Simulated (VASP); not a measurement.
# Ca (I4/mmm) in VASP: a series of runs

The runs below take Ca through single point, with PBE.

All numbers are computed with VASP 6.6.1; they aren't measurements. Logs are shortened: lines on timing, memory, paths and dates and some standing lists are left out, and cuts for length are marked.

### 1 The crystal as given

Symmetry: I4/mmm, No. 139, tetragonal system. Conventional cell: a = 4.410 Å, b = 4.410 Å, c = 4.392 Å, α = 90.00°, β = 90.00°, γ = 90.00°. Ca (site symmetry 4/mmm) has 8 Ca at 3.81 Å as nearest neighbours.

This isn't the form of Ca at room conditions, which is fcc.

### 2 Single point, PBE

The input, INCAR:

```
PREC = Accurate ; ENCUT = 520
EDIFF = 1E-6 ; ISMEAR = 0
SIGMA = 0.15 ; LREAL = False
LASPH = True ; NELM = 100
ALGO = Fast ; ISIF = 2
LWAVE = False ; LCHARG = True
GGA = PE ; LELF = True
LVHAR = True ; NBANDS = 11
```

The input, KPOINTS:

```
Automatic mesh
0
Gamma
  18 18 18
```

The input, POSCAR:

```
Ca
1.0
   -2.2052049036      2.2052049036      2.1961148100
    2.2052049036     -2.2052049036      2.1961148100
    2.2052049036      2.2052049036     -2.1961148100
Ca
1
Direct
    0.5000000000      0.5000000000      0.0000000000
```

Potentials or basis: VASP PAW PBE potentials, release 64 (Ca_sv).

Command:

```bash
$ cat potpaw_PBE.64/Ca_sv/POTCAR > POTCAR
$ mpirun -np 1 vasp_std > vasp.out
```

OUTCAR:

```text
PREC = Accurate
   ENCUT = 520
   EDIFF = 1E-6
   ISMEAR = 0
   LREAL = False
   LASPH = True
   NELM = 100
   ISIF = 2
   GGA = PE

 ion  position               nearest neighbor table
   1  0.500  0.500  0.000-

  LATTYP: Found a body centered tetragonal cell.
 ALAT       =     4.4104098072
 C/A-ratio  =     0.9958778916

  Lattice vectors:

 A1 = (  -2.2052049036,   2.2052049036,   2.1961148100)
 A2 = (   2.2052049036,  -2.2052049036,   2.1961148100)
 A3 = (   2.2052049036,   2.2052049036,  -2.1961148100)

Analysis of symmetry for initial positions (statically):
=====================================================================
 Subroutine PRICEL returns:
 Original cell was already a primitive cell.

 Routine SETGRP: Setting up the symmetry group for a
 body centered tetragonal supercell.

 Subroutine GETGRP returns: Found 16 space group operations
 (whereof 16 operations were pure point group operations)
 out of a pool of 16 trial point group operations.

The static configuration has the point symmetry D_4h.

Analysis of symmetry for dynamics (positions and initial velocities):
=====================================================================
 Subroutine PRICEL returns:
 Original cell was already a primitive cell.

 Routine SETGRP: Setting up the symmetry group for a
 body centered tetragonal supercell.

 Subroutine GETGRP returns: Found 16 space group operations
 (whereof 16 operations were pure point group operations)
 out of a pool of 16 trial point group operations.

The dynamic configuration has the point symmetry D_4h.

 Subroutine INISYM returns: Found 16 space group operations
 (whereof 16 operations are pure point group operations),
 and found     1 'primitive' translations

----------------------------------------------------------------------------------------

                                     Primitive cell

  volume of cell :      42.7182

  direct lattice vectors                    reciprocal lattice vectors
    -2.205204904  2.205204904  2.196114810     0.000000000  0.226736300  0.227674800
     2.205204904 -2.205204904  2.196114810     0.226736300  0.000000000  0.227674800
     2.205204904  2.205204904 -2.196114810     0.226736300  0.226736300  0.000000000

  length of vectors
     3.814285987  3.814285987  3.814285987     0.321317855  0.321317855  0.320653550

  position of ions in fractional coordinates (direct lattice)
     0.500000000  0.500000000  0.000000000

  ion indices of the primitive-cell ions
   primitive index   ion index
                 1           1

----------------------------------------------------------------------------------------

 KPOINTS: Automatic mesh

Automatic generation of k-mesh.
 Grid dimensions read from file:
 generate k-points for:   18   18   18

 Generating k-lattice:

  Cartesian coordinates                     Fractional coordinates (reciprocal lattice)
     0.000000000  0.012596461  0.012648600     0.055555556 -0.000000000  0.000000000
     0.012596461  0.000000000  0.012648600    -0.000000000  0.055555556  0.000000000
     0.012596461  0.012596461  0.000000000     0.000000000  0.000000000  0.055555556

  Length of vectors
     0.017850992  0.017850992  0.017814086

  Shift w.r.t. Gamma in fractional coordinates (k-lattice)
     0.000000000  0.000000000  0.000000000

 Subroutine IBZKPT returns following result:
 ===========================================

 Found    480 irreducible k-points:

 Following reciprocal coordinates:
            Coordinates               Weight
  0.000000  0.000000  0.000000      1.000000
  0.055556  0.000000 -0.000000      8.000000
  0.111111  0.000000 -0.000000      8.000000
  0.166667  0.000000 -0.000000      8.000000
  0.222222  0.000000 -0.000000      8.000000
  0.277778  0.000000 -0.000000      8.000000
[... 16 lines left out ...]
 -0.277778  0.055556  0.000000     16.000000
 -0.222222  0.055556  0.000000     16.000000
 [... further k-points ...]
   k-points           NKPTS =    480   k-points in BZ     NKDIM =    480   number of bands    NBANDS=     11
   number of dos      NEDOS =    301   number of ions     NIONS =      1
   total plane-waves  NPLWV =  21952
   dimension x,y,z NGX =    28 NGY =   28 NGZ =   28
   dimension x,y,z NGXF=    56 NGYF=   56 NGZF=   56
   ions per type =               1
   NGX,Y,Z   is equivalent  to a cutoff of  12.20, 12.20, 12.20 a.u.
   NGXF,Y,Z  is equivalent  to a cutoff of  24.41, 24.41, 24.41 a.u.
 SYSTEM =  unknown system
   PREC   = accura    normal or accurate (medium, high low for compatibility)
   ISTART =      0    job   : 0-new  1-cont  2-samecut
   ICHARG =      2    charge: 1-file 2-atom 10-const
   ISPIN  =      1    spin polarized calculation?
   LNONCOLLINEAR =      F non collinear calculations
   LSORBIT =      F    spin-orbit coupling
   LASPH  =      T    aspherical Exc in radial PAW
   ENCUT  =  520.0 eV  38.22 Ry    6.18 a.u.   7.09  7.09  7.09*2*pi/ulx,y,z
   NELM   =    100;   NELMIN=  2; NELMDL= -5     # of ELM steps
   EDIFF  = 0.1E-05   stopping-criterion for ELM
   LREAL  =      F    real-space projection
   EDIFFG = 0.1E-04   stopping-criterion for IOM
   NSW    =      0    number of steps for IOM
   IBRION =     -1    ionic relax: 0-MD 1-quasi-New 2-CG
   NFREE  =      0    steps in history (QN), initial steepest desc. (CG)
   ISIF   =      2    stress and relaxation
   ISYM   =      2    0-nonsym 1-usesym 2-fastsym
   POTIM  = 0.5000    time-step for ionic-motion
   TEBEG  =    0.0;   TEEND  =   0.0 temperature during run
   PSTRESS=    0.0 pullay stress
   NELECT =      10.0000    total number of electrons
   NUPDOWN=      -1.0000    fix difference up-down
   EMIN   =  10.00;   EMAX   =-10.00  energy-range for DOS
   EFERMI =   0.00;   METHOD = LEGACY
   ISMEAR =     0;   SIGMA  =   0.15  broadening in eV -4-tet -1-fermi 0-gaus
   EFERMI_NEDOS =   21; number of points for ismear=-14 and -15
   IALGO  =     68    algorithm
   IMIX   =      4    mixing-type and parameters
     AMIX     =   0.40;   BMIX     =  1.00
     AMIX_MAG =   1.60;   BMIX_MAG =  1.00
  volume/ion in A,a.u.               =      42.72       288.28
  Fermi-wavevector in a.u.,A,eV,Ry     =   1.008952  1.906643 13.850516  1.017984
  Thomas-Fermi vector in A             =   2.141851
   LORBIT       =      0    0 simple, 1 ext, 2 COOP (PROOUT), +10 PAW based schemes
   GGA     = PE    functional components
   LHFCALC =     F    Hartree Fock is set to
   AEXX    =    0.0000 exact exchange contribution
   IVDW    =     0    specifies the selected vdW correction
   LEPSILON=     F    determine dielectric tensor
   LRPA    =     F    only Hartree local field effects (RPA)
 non-spin polarized calculation
 RMM-DIIS sequential band-by-band and
 Gauss-broadening in eV      SIGMA  =   0.15
  energy-cutoff  :      520.00
  volume of cell :       42.72
 maximum number of plane-waves:      1165
   NGX = 15   NGY = 15   NGZ = 15

 number of electron      10.0000001 magnetization

 Free energy of the ion-electron system (eV)
  ---------------------------------------------------
  ext. energy  EPLUGINS =         0.00000000
  ---------------------------------------------------
  free energy    TOTEN  =        -1.92163232 eV

  energy without entropy =       -1.90270585  energy(sigma->0) =       -1.91216908

 E-fermi :   1.9656     XC(G=0):  -7.6973

 val. band max:        1.9644212837   @ k =   0.3889   0.3889   0.1111
 cond. band min:       1.9666590616   @ k =   0.5000   0.5000   0.3333
 fundamental gap:      0.0022377778
 Fermi energy:         1.9655792874

 k-point     1 :       0.0000    0.0000    0.0000
  band No.  band energies     occupation
      1     -40.1284      2.00000
      2     -21.0458      2.00000
      3     -21.0452      2.00000
      4     -21.0452      2.00000
      5      -2.0871      2.00000
      6       4.2260      0.00000
      7       4.2444      0.00000
      8       4.2444      0.00000
      9       5.2675      0.00000
     10       5.2908      0.00000
     11      12.0856      0.00000

 k-point     2 :       0.0556    0.0000   -0.0000
  band No.  band energies     occupation
      1     -40.1280      2.00000
      2     -21.0497      2.00000
      3     -21.0466      2.00000
      4     -21.0455      2.00000
      5      -2.0315      2.00000
      6       4.1991      0.00000
      7       4.2246      0.00000
      8       4.2779      0.00000
      9       5.2387      0.00000
     10       5.2770      0.00000
     11      12.0831      0.00000

 k-point     3 :       0.1111    0.0000   -0.0000
  band No.  band energies     occupation
      1     -40.1268      2.00000
      2     -21.0615      2.00000
      3     -21.0505      2.00000
      4     -21.0455      2.00000
      5      -1.8666      2.00000
      6       4.1017      0.00000
      7       4.1449      0.00000
      8       4.4007      0.00000
      9       5.1469      0.00000
     10       5.2797      0.00000
     11      11.7587      0.00000

 k-point     4 :       0.1667    0.0000   -0.0000
  band No.  band energies     occupation
      1     -40.1249      2.00000
      2     -21.0795      2.00000
      3     -21.0566      2.00000
      4     -21.0455      2.00000
      5      -1.5973      2.00000
      6       3.9593      0.00000
      7       3.9638      0.00000
      8       4.6018      0.00000
      9       5.0822      0.00000
     10       5.2931      0.00000
     11      11.0943      0.00000
[... 239 lines left out ...]
 k-point    22 :      -0.3333    0.0556    0.0000
  band No.  band energies     occupation
      1     -40.1188      2.00000
      2     -21.1363      2.00000
      3     -21.0760      2.00000
      4     -21.0470      2.00000
      5      -0.5009      2.00000
      6       3.1377      0.00000
      7       3.5401      0.00000
      8       5.1178      0.00000
      9       5.4038      0.00000
     10       5.4232      0.00000
     11       8.8160      0.00000

 k-point    23 :      -0.2778    0.0556    0.0000
  band No.  band energies     occupation
      1     -40.1212      2.00000
      2     -21.1144      2.00000
      3     -21.0678      2.00000
      4     -21.0470      2.00000
      5      -0.9810      2.00000
      6       3.4959      0.00000
      7       3.6943      0.00000
      8       5.0463      0.00000
      9       5.0737      0.00000
     10       5.3783      0.00000
     11       9.7183      0.00000

 k-point    24 :      -0.2222    0.0556    0.0000
  band No.  band energies     occupation
      1     -40.1235      2.00000
      2     -21.0923      2.00000
      3     -21.0597      2.00000
      4     -21.0470      2.00000
      5      -1.3875      2.00000
      6       3.8094      0.00000
      7       3.8608      0.00000
      8       4.7627      0.00000
      9       5.0311      0.00000
     10       5.3403      0.00000
     11      10.6688      0.00000

 [... further k-points ...]
[... 5 lines left out ...]
  --------------------------------------------------------------------------------------
  -------------------------------------------------------------------------------------
  Total       -0.0581012     -0.0581012     -0.0598882      0.0000000      0.0000000     -0.0000000
  in kB       -2.1791287     -2.1791287     -2.2461511      0.0000000      0.0000000     -0.0000000
  external PRESSURE =      -2.2014695 kB  Pullay stress =       0.0000000 kB

 VOLUME and BASIS-vectors are now :
 -----------------------------------------------------------------------------
  energy-cutoff  :      520.00
  volume of cell :       42.72
      direct lattice vectors                 reciprocal lattice vectors
    -2.205204904  2.205204904  2.196114810     0.000000000  0.226736300  0.227674800
     2.205204904 -2.205204904  2.196114810     0.226736300  0.000000000  0.227674800
     2.205204904  2.205204904 -2.196114810     0.226736300  0.226736300  0.000000000

 POSITION                                       TOTAL-FORCE (eV/Angst)
 -----------------------------------------------------------------------------------
      0.00000      0.00000      2.19611        -0.000000      0.000000      0.000000
 -----------------------------------------------------------------------------------
    total drift:                                0.000000     -0.000000      0.000000

  FREE ENERGIE OF THE ION-ELECTRON SYSTEM (eV)
  ---------------------------------------------------
  free  energy   TOTEN  =        -1.9216323153 eV

  energy  without entropy=       -1.9027058499  energy(sigma->0) =       -1.91216908
```

Run time: 2 min. Hardware: 1 thread of AMD EPYC 9R45 (Zen 5), shared host; peak memory 0.3 GiB.

Results:

| Property | Result |
| --- | --- |
| Free energy | -1.9216 eV |
| Pressure | -0.2 GPa |
| Band gap on the k mesh | none (metal or under the smearing width) |

Levels at points of the mesh, in eV from the Fermi level:
| k point | band 2 | band 3 | band 4 | band 5 | band 6 | band 7 | band 8 | band 9 |
| --- | --- | --- | --- | --- | --- | --- | --- | --- |
| (0.00, 0.00, 0.00) | -23.01 | -23.01 | -23.01 | -4.05 | 2.26 | 2.28 | 2.28 | 3.30 |
| (0.50, 0.00, 0.00) | -23.15 | -23.06 | -23.01 | -0.90 | -0.04 | 1.32 | 3.22 | 3.59 |
| (0.50, 0.50, 0.00) | -23.14 | -23.06 | -23.01 | -0.91 | -0.05 | 1.34 | 3.20 | 3.58 |
| (0.50, 0.50, 0.50) | -23.11 | -23.11 | -23.11 | 0.05 | 0.06 | 3.85 | 3.85 | 3.92 |

### 3 Single point, PBE

The input, INCAR:

```
PREC     = Accurate       # precision mode
ENCUT    = 520            # plane-wave cutoff, eV
EDIFF    = 1E-6           # SCF threshold, eV
ISMEAR   = 0              # smearing method
SIGMA    = 0.15           # smearing width, eV
LREAL    = False          # projectors in reciprocal space
LASPH    = True           # aspherical terms in the spheres
NELM     = 60             # most SCF steps
ALGO     = Fast           # electronic algorithm
ISIF     = 2              # what is computed and relaxed
LWAVE    = False          # write WAVECAR
LCHARG   = True           # write CHGCAR
GGA      = PE             # functional
LELF     = True           # ELF
LVHAR    = True         
NBANDS   = 11             # bands
```

The input, KPOINTS:

```
regular mesh
0
Gamma
  16 16 16
```

POSCAR is that of step 2.

Potentials or basis: VASP PAW PBE potentials, release 64 (Ca_sv).

Command:

```bash
$ cat potpaw_PBE.64/Ca_sv/POTCAR > POTCAR
$ mpirun -np 1 vasp_std > vasp.out
```

Run time: 86 s. Hardware: 1 thread of AMD EPYC 9R45 (Zen 5), shared host; peak memory 0.25 GiB.

It converged, with:

```yaml
Free_energy: -1.9219 eV
Pressure: -0.2 GPa
Band_gap_on_the_k_mesh: none (metal or under the smearing width)
```

Levels at points of the mesh, in eV from the Fermi level:
| k point | band 3 | band 4 | band 5 | band 6 | band 7 | band 8 |
| --- | --- | --- | --- | --- | --- | --- |
| (0.00, 0.00, 0.00) | -23.01 | -23.01 | -4.05 | 2.26 | 2.28 | 2.28 |
| (0.50, 0.00, 0.00) | -23.06 | -23.01 | -0.90 | -0.04 | 1.32 | 3.22 |
| (0.50, 0.50, 0.00) | -23.06 | -23.01 | -0.91 | -0.05 | 1.34 | 3.20 |
| (0.50, 0.50, 0.50) | -23.11 | -23.11 | 0.05 | 0.06 | 3.85 | 3.85 |
